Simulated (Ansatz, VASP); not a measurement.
**NaH: VASP beside Ansatz**

INCAR

```
SYSTEM = NaH
PREC = Accurate
ENCUT = 520
EDIFF = 1E-6
ISMEAR = 0
SIGMA = 0.02
LREAL = .False.
LASPH = .True.
NELM = 80
ALGO = Normal
ISIF = 2
LWAVE = .False.
LCHARG = .False.
GGA = PE
NBANDS = 11
```

The input KPOINTS:

```
Automatic mesh
0
Gamma
  8 8 8
  0 0 0
```

The input POSCAR:

```
NaH
1.0
    0.0000000000      2.4160403190      2.4160403190
    2.4160403190      0.0000000000      2.4160403190
    2.4160403190      2.4160403190      0.0000000000
Na H
1 1
Direct
    0.0000000000      0.0000000000      0.0000000000
    0.5000000000      0.5000000000      0.5000000000
```

Input for Ansatz:

```yaml
crystal:
  lattice:
    - [0.0, 2.416040319, 2.416040319]
    - [2.416040319, 0.0, 2.416040319]
    - [2.416040319, 2.416040319, 0.0]
  atoms:
    - { symbol: Na, position: [0.0, 0.0, 0.0] }
    - { symbol: H, position: [0.5, 0.5, 0.5] }
basis:
  ecutwfc: 420
kpoints:
  mp_grid: { grid: [8, 8, 8] }
  band_path: { path: [VBM, CBM], npoints: 2 }
hamiltonian:
  xc: pbe
scf:
  occupations: { method: gaussian, width: 0.02 }
output:
  forces: false
  stress: false
  eigenvalues: true
checkpoint:
  read: start.run
  write: ck
  compress: false
  write_wavefunctions: false
  write_every: 100000
```

Alike in both runs: task single point; functional PBE; k mesh 8 × 8 × 8; occupations gaussian, width 0.02 eV; no spin polarisation.

|  | VASP | Ansatz |
| --- | --- | --- |
| version | VASP 6.6.1 | Ansatz 0.2.0 |
| potentials or method | VASP PAW PBE potentials, release 64 (Na_pv, H) | scalar-relativistic, plane waves, PAW |
| plane-wave cutoff (eV) | 520 | 420 |
| valence electrons in the cell | 8 | 10 |

```csv
,VASP,Ansatz,Ansatz less VASP
gap on the k mesh at the Fermi level (eV),3.76,3.76,+0.002
least direct gap on the mesh (eV),4.62,4.62,+0.005
```

The two sets of potentials don't hold the same shells in valence.

A k mesh can miss the band edges. A hybrid or GW would open this gap; PBE tends to underestimate it.
